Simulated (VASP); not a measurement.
# HfN: relaxed cell and band gap, by functional

HfN, Fm-3m (no. 225), 2 atoms in the cell.

| Functional | Volume (Å³/atom) | Change from the starting volume (fraction) | Gap, path and mesh (eV) |
|---|---|---|---|
| LDA | 11.11 | -0.032 | 0.00 |
| LDA (PW92) | 11.10 | -0.033 | 0.00 |
| LDA (VWN5) | 11.06 | -0.036 | 0.00 |
| LDA (Hedin-Lundqvist) | 11.13 | -0.031 | 0.00 |
| LDA (Wigner) | 11.41 | -0.007 | 0.00 |
| Slater exchange only | 11.62 | 0.012 | 0.00 |
| PBE exchange only | 12.84 | 0.118 | 0.00 |
| PBE | 11.66 | 0.016 | 0.00 |
| PBEsol | 11.32 | -0.014 | 0.00 |
| RPBE | 11.86 | 0.033 | 0.00 |
| revPBE | 11.80 | 0.028 | 0.00 |
| AM05 | 11.28 | -0.017 | 0.00 |
| PW91 | 11.69 | 0.018 | 0.00 |
| BLYP | 12.07 | 0.051 | 0.00 |
| optPBE exchange with PBE correlation | 11.56 | 0.007 | 0.00 |
| optB88 exchange with PBE correlation | 11.45 | -0.003 | 0.00 |
| PW86R exchange with PBE correlation | 12.09 | 0.053 | 0.00 |
| CX exchange with PBE correlation | 11.22 | -0.023 | 0.00 |

## Input of the first row

INCAR.step1:
```
SYSTEM = HfN
PREC = Accurate ; ENCUT = 600
EDIFF = 1E-7 ; ISMEAR = 0
SIGMA = 0.02 ; LREAL = .FALSE.
LASPH = .TRUE. ; GGA_COMPAT = .FALSE.
ALGO = Normal ; NELM = 150
ISIF = 3 ; LWAVE = .FALSE.
LCHARG = .FALSE. ; GGA = CA
IBRION = 2 ; EDIFFG = -0.005
NSW = 60
```

INCAR.step2, as INCAR.step1 but for:
```
- NSW = 60
+ NSW = 40
```

INCAR.step3, as INCAR.step2 but for:
```
- ISIF = 3
- IBRION = 2
- EDIFFG = -0.005
- NSW = 40
+ ISIF = 2
+ NBANDS = 14
```

KPOINTS:
```
k-points
0
Gamma
  8 8 8
```

KPOINTS_OPT:
```
path GXWKGLUWLK,UX
8
line-mode
reciprocal
 0.0000000000  0.0000000000  0.0000000000  G
 0.5000000000  0.0000000000  0.5000000000  X

 0.5000000000  0.0000000000  0.5000000000  X
 0.5000000000  0.2500000000  0.7500000000  W

 0.5000000000  0.2500000000  0.7500000000  W
 0.3750000000  0.3750000000  0.7500000000  K

 0.3750000000  0.3750000000  0.7500000000  K
 0.0000000000  0.0000000000  0.0000000000  G

 0.0000000000  0.0000000000  0.0000000000  G
 0.5000000000  0.5000000000  0.5000000000  L

 0.5000000000  0.5000000000  0.5000000000  L
 0.6250000000  0.2500000000  0.6250000000  U

 0.6250000000  0.2500000000  0.6250000000  U
 0.5000000000  0.2500000000  0.7500000000  W

 0.5000000000  0.2500000000  0.7500000000  W
 0.5000000000  0.5000000000  0.5000000000  L

 0.5000000000  0.5000000000  0.5000000000  L
 0.3750000000  0.3750000000  0.7500000000  K

 0.6250000000  0.2500000000  0.6250000000  U
 0.5000000000  0.0000000000  0.5000000000  X
```

POSCAR.step1:
```
HfN
1.0
    0.0000000000      2.2560000000      2.2560000000
    2.2560000000      0.0000000000      2.2560000000
    2.2560000000      2.2560000000      0.0000000000
Hf N
1 1
Direct
    0.0000000000      0.0000000000      0.0000000000
    0.5000000000      0.5000000000      0.5000000000
```

Commands (each step's output is kept before the next begins):
```
cat potpaw_LDA.64/Hf_pv/POTCAR potpaw_LDA.64/N/POTCAR > POTCAR
cp INCAR.step1 INCAR
cp POSCAR.step1 POSCAR
mpirun -np 1 vasp_std > vasp.out
cp CONTCAR POSCAR
rm WAVECAR CHG
cp INCAR.step2 INCAR
mpirun -np 1 vasp_std > vasp.out
cp CONTCAR POSCAR
rm WAVECAR CHG
cp INCAR.step3 INCAR
mpirun -np 1 vasp_std > vasp.out
```

Changes of the last row against the first:
```
(all steps)
- GGA = CA
+ GGA = CX
- cat potpaw_LDA.64/Hf_pv/POTCAR potpaw_LDA.64/N/POTCAR > POTCAR
+ cat potpaw_PBE.64/Hf_pv/POTCAR potpaw_PBE.64/N/POTCAR > POTCAR
```

VASP 6.6.1 took 38 s on 1 core (Intel Xeon 6975P-C (Granite Rapids)), a shared host.
